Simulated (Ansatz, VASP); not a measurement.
# C: VASP beside Ansatz

Contents of INCAR:

```
PREC = Accurate
ENCUT = 520
EDIFF = 1E-7
ISMEAR = -1
SIGMA = 0.05
LREAL = F
LASPH = T
NELM = 80
ALGO = Normal
ISIF = 2
LWAVE = F
LCHARG = F
GGA = PE
NBANDS = 11
```

File KPOINTS:

```
regular mesh
0
Gamma
  13 13 8
```

File POSCAR:

```
C
1.0
    2.1414089317     -1.2364169979      0.0000000000
    2.1414089317      1.2364169979      0.0000000000
   -1.3882028085      0.0000000000      3.5260283048
C
2
Direct
    0.1666444700      0.1666444700      0.9999069600
    0.8333555300      0.8333555300      0.0000930400
```

input.yaml

```yaml
crystal:
  lattice:
    - [2.1414089317, -1.2364169979, 0.0]
    - [2.1414089317, 1.2364169979, 0.0]
    - [-1.3882028085, 0.0, 3.5260283048]
  atoms:
    - { symbol: C, position: [0.16664447, 0.16664447, 0.99990696] }
    - { symbol: C, position: [0.83335553, 0.83335553, 9.304e-05] }
hamiltonian:
  xc: pbe
  pseudopotentials: { kind: paw }
kpoints:
  mp_grid: { grid: [13, 13, 8] }
scf:
  occupations: { method: fermi_dirac, width: 0.05 }
output:
  forces: true
  stress: true
  eigenvalues: true
  write_density: true
  write_potential: true
  elf: true
  volumetric_format: npy
```

Change from the starting cell: volume scaled by 1.02.

Alike in both runs: task single point; functional PBE; k mesh 13 × 13 × 8; occupations fermi-dirac, width 0.05 eV; no spin polarisation.

```csv
,VASP,Ansatz
version,VASP 6.6.1,Ansatz 0.2.0
potentials or method,"VASP PAW PBE potentials, release 64 (C)",Ansatz PAW
plane-wave cutoff (eV),520,420
valence electrons in the cell,8,8
```

Ansatz gave:

| Item | Value |
| --- | --- |
| gap on the k mesh at the Fermi level (eV) | 0.92 |
| least direct gap on the mesh (eV) | 0.93 |
| pressure (GPa) | -1.5 |
| largest component of the traceless stress (GPa) | 3.51 |

Question: Which values does VASP return?

Answer: gap on the k mesh at the Fermi level (eV): 0.92; least direct gap on the mesh (eV): 0.93; pressure (GPa): -1.0; largest component of the traceless stress (GPa): 3.01.

Caveats: this functional lacks dispersion, which binds the layers, so the pressure and a relaxed spacing across them are unreliable; an odd mesh through Γ misses points on the zone boundary, where band edges often lie (VASP); odd divisions of the mesh miss points on the zone boundary, where band edges often lie, so the gap on the mesh can be too wide (Ansatz); the pressure holds a Pulay correction of +0.5 GPa for the finite cutoff (Ansatz).
